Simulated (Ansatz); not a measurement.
Crystal: KBr.

```
Br K
1.0
     4.04350    0.00000    0.00000
     0.00000    4.04350    0.00000
     0.00000    0.00000    4.04350
Br K
1 1
Direct
  0.50000 0.50000 0.50000
  0.00000 0.00000 0.00000
```

Measurements of this composition are mostly on another form, of space group No. 225.

Program: Ansatz 0.2.0. Alike in all runs: cell as given; k mesh 7 × 7 × 7.

Problem. Order these runs on this cell by their band gap on the k mesh, lowest first.
A. level PBE; potentials or basis Ansatz PAW; spin off; cutoff (eV) 420; smearing tetrahedron
B. level m-r2SCAN; potentials or basis JTH PAW; spin off; cutoff (eV) 690; smearing gaussian 0.15 eV; other keys scf.lower_state_search = standard
C. level RPBE+D3(BJ)-ATM; potentials or basis JTH PAW; spin collinear, ferromagnetic start; cutoff (eV) 600; smearing gaussian 0.01 eV; other keys basis.ecutwfc = 44.1 Ry
D. level PBEsol; potentials or basis Ansatz PAW; spin off; cutoff (eV) 420; smearing tetrahedron

Solution. D (3.73 eV), A (3.89 eV), C (4.19 eV), B (4.61 eV).

Caveats: odd divisions of the mesh miss points on the zone boundary, where band edges often lie, so the gap on the mesh can be too wide; with tetrahedron occupations forces and stress needn't match the slope of the energy (some runs); the cutoff lies under the one recommended for these potentials (some runs).

A k mesh can miss the band edges.
